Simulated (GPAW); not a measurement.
Wanted: an ASE script for a GPAW 26.7.0 run.

```yaml
Task: single point
Functional: PBE
Potentials_or_basis: GPAW PAW data sets (gpaw-data 1.2.1)
Cutoff: 600 eV
Basis: pw
k_mesh: 8 × 8 × 8
Occupations: gaussian, width 0.023 eV
Spin: no spin polarisation
Maxiter: 150
```

The structure of CdSe lies in POSCAR:

```
CdSe
1.0
    0.0000000000      3.0702711986      3.0702711986
    3.0702711986      0.0000000000      3.0702711986
    3.0702711986      3.0702711986      0.0000000000
Cd Se
1 1
Direct
    0.0000000000      0.0000000000      0.0000000000
    0.2500000000      0.2500000000      0.2500000000
```

Measurements of this composition are mostly on another form, of space group No. 186.

The input as run:

run.py

```python
from ase.dft.bandgap import bandgap
from ase.io import read, write
from ase.units import GPa
from gpaw import GPAW, PW

atoms = read('POSCAR')

calc = GPAW(mode=PW(600),
            xc='PBE',
            kpts={'size': (8, 8, 8), 'gamma': True},
            occupations={'name': 'methfessel-paxton', 'order': 0, 'width': 0.023},
            nbands=18,
            convergence={'density': 1e-05, 'energy': 1e-05},
            maxiter=150,
            txt='gpaw.txt')
atoms.calc = calc
energy = atoms.get_potential_energy()
forces = atoms.get_forces()
stress = atoms.get_stress()
calc.write('gs.gpw')
write('result.traj', atoms)
print(f'Energy: {energy:.6f} eV')
print('Forces (eV/A):')
print(forces.round(4))
print('Stress (GPa):', (stress / GPa).round(3))
print('Fermi level:', round(calc.get_fermi_level(), 4), 'eV')
print(f'Gap: {bandgap(calc)[0]:.4f} eV, direct: {bandgap(calc, direct=True)[0]:.4f} eV')
```

Potentials or basis: GPAW PAW data sets (gpaw-data 1.2.1), pw.

Run with:

```bash
$ OMP_NUM_THREADS=1 python run.py
```

It gave:

```
Pressure               : 1.1 GPa
Band gap on the k mesh : 0.54 eV, direct
```

Run time: 16 s on 1 thread of Intel(R) Xeon(R) Platinum 8259CL CPU @ 2.50GHz (Skylake/Cascade Lake), on a shared host, peak memory 0.17 GiB.
